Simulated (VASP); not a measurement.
# AlAu (Pm-3m) in VASP: single point with LDA

Aim: the single point of AlAu with LDA.

Everything below comes from runs of VASP 6.6.1. Logs are shortened: lines on timing, memory, paths and dates and some standing lists are left out, and cuts for length are marked.

## Step 1: Starting point

The structure is cubic, space group Pm-3m (No. 221). Conventional cell: a = 3.224 Å, b = 3.224 Å, c = 3.224 Å, α = 90.00°, β = 90.00°, γ = 90.00°. Al (site symmetry m-3m) has 8 Au at 2.79 Å as nearest neighbours. Au (site symmetry m-3m) has 8 Al at 2.79 Å as nearest neighbours.

The cell comes from a database or a generator and needn't be the stable form of this composition.

## Step 2: Single point, LDA

INCAR

```
SYSTEM = AlAu
  ALGO = Fast
  EDIFF = 1E-6
  ENCUT = 520
  GGA = CA
  ISIF = 2
  ISMEAR = 0
  LASPH = .TRUE.
  LCHARG = .FALSE.
  LREAL = .FALSE.
  LWAVE = .FALSE.
  NBANDS = 14
  NELM = 60
  PREC = Accurate
  SIGMA = 0.1
```

KPOINTS

```
k-points
0
G
  6 6 6
  0 0 0
```

POSCAR

```
AlAu
1.0
    3.2239420000      0.0000000000      0.0000000000
    0.0000000000      3.2239420000      0.0000000000
    0.0000000000      0.0000000000      3.2239420000
Al Au
1 1
Direct
    0.0000000000      0.0000000000      0.0000000000
    0.5000000000      0.5000000000      0.5000000000
```

Potentials or basis: VASP PAW LDA potentials, release 64 (Al, Au).

The run is started by

```
$ cat potpaw_LDA.64/Al/POTCAR potpaw_LDA.64/Au/POTCAR > POTCAR
$ mpirun -np 1 vasp_std > vasp.out
```

OUTCAR:

```text
SYSTEM = AlAu
   EDIFF = 1E-6
   ENCUT = 520
   GGA = CA
   ISIF = 2
   ISMEAR = 0
   LASPH = .TRUE.
   LREAL = .FALSE.
   NELM = 60
   PREC = Accurate

 ion  position               nearest neighbor table
   1  0.000  0.000  0.000-   2 2.79   2 2.79   2 2.79   2 2.79   2 2.79   2 2.79   2 2.79   2 2.79

   2  0.500  0.500  0.500-   1 2.79   1 2.79   1 2.79   1 2.79   1 2.79   1 2.79   1 2.79   1 2.79

  LATTYP: Found a simple cubic cell.
 ALAT       =     3.2239420000

  Lattice vectors:

 A1 = (   3.2239420000,   0.0000000000,   0.0000000000)
 A2 = (   0.0000000000,   3.2239420000,   0.0000000000)
 A3 = (   0.0000000000,   0.0000000000,   3.2239420000)

Analysis of symmetry for initial positions (statically):
=====================================================================
 Subroutine PRICEL returns:
 Original cell was already a primitive cell.

 Routine SETGRP: Setting up the symmetry group for a
 simple cubic supercell.

 Subroutine GETGRP returns: Found 48 space group operations
 (whereof 48 operations were pure point group operations)
 out of a pool of 48 trial point group operations.

The static configuration has the point symmetry O_h .

Analysis of symmetry for dynamics (positions and initial velocities):
=====================================================================
 Subroutine PRICEL returns:
 Original cell was already a primitive cell.

 Routine SETGRP: Setting up the symmetry group for a
 simple cubic supercell.

 Subroutine GETGRP returns: Found 48 space group operations
 (whereof 48 operations were pure point group operations)
 out of a pool of 48 trial point group operations.

The dynamic configuration has the point symmetry O_h .

 Subroutine INISYM returns: Found 48 space group operations
 (whereof 48 operations are pure point group operations),
 and found     1 'primitive' translations

----------------------------------------------------------------------------------------

                                     Primitive cell

  volume of cell :      33.5090

  direct lattice vectors                    reciprocal lattice vectors
     3.223942000  0.000000000  0.000000000     0.310179277  0.000000000  0.000000000
     0.000000000  3.223942000  0.000000000     0.000000000  0.310179277  0.000000000
     0.000000000  0.000000000  3.223942000     0.000000000  0.000000000  0.310179277

  length of vectors
     3.223942000  3.223942000  3.223942000     0.310179277  0.310179277  0.310179277

  position of ions in fractional coordinates (direct lattice)
     0.000000000  0.000000000  0.000000000
     0.500000000  0.500000000  0.500000000

  ion indices of the primitive-cell ions
   primitive index   ion index
                 1           1
                 2           2

----------------------------------------------------------------------------------------

 KPOINTS: k-points

Automatic generation of k-mesh.
 Grid dimensions read from file:
 generate k-points for:    6    6    6

 Generating k-lattice:

  Cartesian coordinates                     Fractional coordinates (reciprocal lattice)
     0.051696546  0.000000000  0.000000000     0.166666667  0.000000000  0.000000000
     0.000000000  0.051696546  0.000000000     0.000000000  0.166666667  0.000000000
     0.000000000  0.000000000  0.051696546     0.000000000  0.000000000  0.166666667

  Length of vectors
     0.051696546  0.051696546  0.051696546

  Shift w.r.t. Gamma in fractional coordinates (k-lattice)
     0.000000000  0.000000000  0.000000000

 Subroutine IBZKPT returns following result:
 ===========================================

 Found     20 irreducible k-points:

 Following reciprocal coordinates:
            Coordinates               Weight
  0.000000  0.000000  0.000000      1.000000
  0.166667  0.000000  0.000000      6.000000
  0.333333  0.000000  0.000000      6.000000
  0.500000  0.000000  0.000000      3.000000
  0.166667  0.166667  0.000000     12.000000
  0.333333  0.166667  0.000000     24.000000
[... 12 lines left out ...]
  0.500000  0.500000  0.333333      6.000000
  0.500000  0.500000  0.500000      1.000000
   k-points           NKPTS =     20   k-points in BZ     NKDIM =     20   number of bands    NBANDS=     14
   number of dos      NEDOS =    301   number of ions     NIONS =      2
   total plane-waves  NPLWV =  13824
   dimension x,y,z NGX =    24 NGY =   24 NGZ =   24
   dimension x,y,z NGXF=    48 NGYF=   48 NGZF=   48
   ions per type =               1   1
   NGX,Y,Z   is equivalent  to a cutoff of  12.38, 12.38, 12.38 a.u.
   NGXF,Y,Z  is equivalent  to a cutoff of  24.75, 24.75, 24.75 a.u.
 SYSTEM =  AlAu
   PREC   = accura    normal or accurate (medium, high low for compatibility)
   ISTART =      0    job   : 0-new  1-cont  2-samecut
   ICHARG =      2    charge: 1-file 2-atom 10-const
   ISPIN  =      1    spin polarized calculation?
   LNONCOLLINEAR =      F non collinear calculations
   LSORBIT =      F    spin-orbit coupling
   LASPH  =      T    aspherical Exc in radial PAW
   ENCUT  =  520.0 eV  38.22 Ry    6.18 a.u.   5.99  5.99  5.99*2*pi/ulx,y,z
   NELM   =     60;   NELMIN=  2; NELMDL= -5     # of ELM steps
   EDIFF  = 0.1E-05   stopping-criterion for ELM
   LREAL  =      F    real-space projection
[... 7 lines left out ...]
   TEBEG  =    0.0;   TEEND  =   0.0 temperature during run
   PSTRESS=    0.0 pullay stress
   NELECT =      14.0000    total number of electrons
   NUPDOWN=      -1.0000    fix difference up-down
   EMIN   =  10.00;   EMAX   =-10.00  energy-range for DOS
   EFERMI =   0.00;   METHOD = LEGACY
   ISMEAR =     0;   SIGMA  =   0.10  broadening in eV -4-tet -1-fermi 0-gaus
   EFERMI_NEDOS =   21; number of points for ismear=-14 and -15
   IALGO  =     68    algorithm
   IMIX   =      4    mixing-type and parameters
     AMIX     =   0.40;   BMIX     =  1.00
     AMIX_MAG =   1.60;   BMIX_MAG =  1.00
  volume/ion in A,a.u.               =      16.75       113.06
  Fermi-wavevector in a.u.,A,eV,Ry     =   1.223856  2.312752 20.379123  1.497823
  Thomas-Fermi vector in A             =   2.358952
   LORBIT       =      0    0 simple, 1 ext, 2 COOP (PROOUT), +10 PAW based schemes
   GGA     = CA    functional components
   LHFCALC =     F    Hartree Fock is set to
   AEXX    =    0.0000 exact exchange contribution
   IVDW    =     0    specifies the selected vdW correction
   LEPSILON=     F    determine dielectric tensor
   LRPA    =     F    only Hartree local field effects (RPA)
 non-spin polarized calculation
 RMM-DIIS sequential band-by-band and
 Gauss-broadening in eV      SIGMA  =   0.10
  energy-cutoff  :      520.00
  volume of cell :       33.51
 maximum number of plane-waves:       922
 NGX is ok and might be reduce to    24
   NGX = 11   NGY = 11   NGZ = 11

 number of electron      14.0000002 magnetization

 Free energy of the ion-electron system (eV)
  ---------------------------------------------------
  ext. energy  EPLUGINS =         0.00000000
  ---------------------------------------------------
  free energy    TOTEN  =        -9.19975898 eV

  energy without entropy =       -9.19562223  energy(sigma->0) =       -9.19769060

 E-fermi :   9.3533     XC(G=0): -11.6940

 val. band max:        9.2430460665   @ k =   0.5000   0.5000   0.3333
 cond. band min:       9.4287794911   @ k =   0.3333   0.3333   0.1667
 fundamental gap:      0.1857334247
 Fermi energy:         9.3532546109

 k-point     1 :       0.0000    0.0000    0.0000
  band No.  band energies     occupation
      1      -1.9324      2.00000
      2       2.7748      2.00000
      3       2.7748      2.00000
      4       4.6435      2.00000
      5       4.6435      2.00000
      6       4.6435      2.00000
      7      12.1678      0.00000
      8      12.1678      0.00000
      9      12.1678      0.00000
     10      15.8763      0.00000
     11      16.8450      0.00000
     12      16.8450      0.00000
     13      26.0360      0.00000
     14      26.0374      0.00000

 k-point     2 :       0.1667    0.0000    0.0000
  band No.  band energies     occupation
      1      -1.4846      2.00000
      2       2.8568      2.00000
      3       2.9291      2.00000
      4       4.3930      2.00000
      5       4.3930      2.00000
      6       4.6713      2.00000
      7       9.7260      0.00000
      8      12.8419      0.00000
      9      12.8419      0.00000
     10      16.4137      0.00000
     11      16.4856      0.00000
     12      19.5179      0.00000
     13      22.9969      0.00000
     14      22.9969      0.00000

 k-point     3 :       0.3333    0.0000    0.0000
  band No.  band energies     occupation
      1      -0.2365      2.00000
      2       2.9710      2.00000
      3       3.0287      2.00000
      4       3.9573      2.00000
      5       3.9573      2.00000
      6       4.7278      2.00000
      7       6.9901      2.00000
      8      14.5510      0.00000
      9      14.5510      0.00000
     10      15.5996      0.00000
     11      17.1824      0.00000
     12      19.7520      0.00000
     13      19.7520      0.00000
     14      21.0845      0.00000

 k-point     4 :       0.5000    0.0000    0.0000
  band No.  band energies     occupation
      1       1.0926      2.00000
      2       2.1896      2.00000
      3       3.1191      2.00000
      4       3.7637      2.00000
      5       3.7637      2.00000
      6       4.7564      2.00000
      7       6.0647      2.00000
      8      15.2130      0.00000
      9      16.6321      0.00000
     10      16.6321      0.00000
     11      17.1977      0.00000
     12      17.1977      0.00000
     13      18.3236      0.00000
     14      18.8883      0.00000

 k-point     5 :       0.1667    0.1667    0.0000
  band No.  band energies     occupation
      1      -1.0478      2.00000
      2       2.9452      2.00000
      3       3.0969      2.00000
      4       4.1058      2.00000
      5       4.3882      2.00000
      6       4.4728      2.00000
      7      10.2327      0.00000
      8      10.3689      0.00000
      9      13.4832      0.00000
     10      16.3374      0.00000
     11      19.4098      0.00000
[... 208 lines left out ...]
 k-point    18 :       0.5000    0.3333    0.3333
  band No.  band energies     occupation
      1       1.9697      2.00000
      2       2.5925      2.00000
      3       2.7326      2.00000
      4       4.6088      2.00000
      5       4.8250      2.00000
      6       6.9029      2.00000
      7       7.6398      2.00000
      8      10.4894      0.00000
      9      12.0639      0.00000
     10      12.5061      0.00000
     11      13.1454      0.00000
     12      16.1652      0.00000
     13      17.8758      0.00000
     14      25.9500      0.00000

 k-point    19 :       0.5000    0.5000    0.3333
  band No.  band energies     occupation
      1       1.9867      2.00000
      2       2.5350      2.00000
      3       2.5350      2.00000
      4       4.7479      2.00000
      5       5.5214      2.00000
      6       8.8303      2.00000
      7       8.8815      2.00000
      8       8.8815      2.00000
      9       9.2430      1.88091
     10      13.4024      0.00000
     11      14.6709      0.00000
     12      14.7525      0.00000
     13      14.7525      0.00000
     14      27.4197      0.00000

 k-point    20 :       0.5000    0.5000    0.5000
  band No.  band energies     occupation
      1       2.2545      2.00000
      2       2.2545      2.00000
      3       2.2545      2.00000
      4       5.5328      2.00000
      5       5.5328      2.00000
      6       8.8344      2.00000
      7      10.3121      0.00000
      8      10.3121      0.00000
      9      10.3121      0.00000
     10      11.4493      0.00000
     11      12.9621      0.00000
     12      12.9621      0.00000
     13      12.9621      0.00000
     14      30.3061      0.00000

------------------------ aborting loop because EDIFF is reached ----------------------------------------

  FORCE on cell =-STRESS in cart. coord.  units (eV):
  Direction    XX          YY          ZZ          XY          YZ          ZX
  --------------------------------------------------------------------------------------
  -------------------------------------------------------------------------------------
  Total       -1.6874014     -1.6874014     -1.6874014      0.0000000     -0.0000000      0.0000000
  in kB      -80.6802661    -80.6802661    -80.6802661      0.0000000     -0.0000000      0.0000000
  external PRESSURE =     -80.6802661 kB  Pullay stress =       0.0000000 kB

 VOLUME and BASIS-vectors are now :
 -----------------------------------------------------------------------------
  energy-cutoff  :      520.00
  volume of cell :       33.51
      direct lattice vectors                 reciprocal lattice vectors
     3.223942000  0.000000000  0.000000000     0.310179277  0.000000000  0.000000000
     0.000000000  3.223942000  0.000000000     0.000000000  0.310179277  0.000000000
     0.000000000  0.000000000  3.223942000     0.000000000  0.000000000  0.310179277

 POSITION                                       TOTAL-FORCE (eV/Angst)
 -----------------------------------------------------------------------------------
      0.00000      0.00000      0.00000         0.000000      0.000000      0.000000
      1.61197      1.61197      1.61197         0.000000      0.000000      0.000000
 -----------------------------------------------------------------------------------
    total drift:                                0.000000     -0.000000     -0.000000

  FREE ENERGIE OF THE ION-ELECTRON SYSTEM (eV)
  ---------------------------------------------------
  free  energy   TOTEN  =        -9.1997589814 eV

  energy  without entropy=       -9.1956222274  energy(sigma->0) =       -9.19769060
```

Run time: 2.4 s. Hardware: 1 thread of Intel Xeon 6975P-C (Granite Rapids), shared host; peak memory 0.12 GiB.

Results:

| Property | Result |
| --- | --- |
| Free energy | -9.1998 eV |
| Pressure | -8.1 GPa |
| Band gap on the k mesh | none (metal or under the smearing width) |
